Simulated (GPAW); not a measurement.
BaS (Fm-3m): G0W0 with GPAW, start to end. The structure is cubic, space group Fm-3m (No. 225). The conventional cell has a = 6.387 Å, b = 6.387 Å, c = 6.387 Å, α = 90.00°, β = 90.00°, γ = 90.00°. Ba has 6 S at 3.19 Å nearest. S has 6 Ba at 3.19 Å nearest. Farther neighbours and most contacts between anions are not listed. The calculation used DFT, PBE, plane waves, PAW (and 1 further level or step) in GPAW 26.7.0, with cutoff 450 eV, GPAW PAW setups 1.2.1 data release, 4×4×4 k-mesh, nbands 281 in one of its runs. The PBE gap is 2.13 eV, indirect. The G0W0 gap on the mesh is 3.45 eV. The GW settings are 4×4×4 mesh, 271 bands, screening to 150 eV, Godby-Needs plasmon pole. The known limits are not at the basis limit; no spin-orbit coupling. It took 4 runs, 6.1 min in all on 4 MPI ranks of AMD EPYC 7571, shared host (the runs of this entry). G0W0 moves the gap on the mesh from 2.13 eV to 3.45 eV (+1.32 eV), with Z of 0.78 and 0.83 at the edges. Only 2 of the mesh's irreducible points were corrected, so a valley elsewhere could overtake. The cell and positions come from the Crystallography Open Database and are kept as given unless a step says otherwise. Limits: no spin-orbit coupling. Bands and cutoff are finite, so the gap is not at the basis limit. The miss can reach some tenths of an eV and take either sign; the mesh is an error of its own.

[Runs of the session that timed out or met a known fault of the program may be left out.]

[Hosts, paths, dates, database ids (printed as entryN), source tags and the programs' standing remarks are cut or masked in the printed files.]
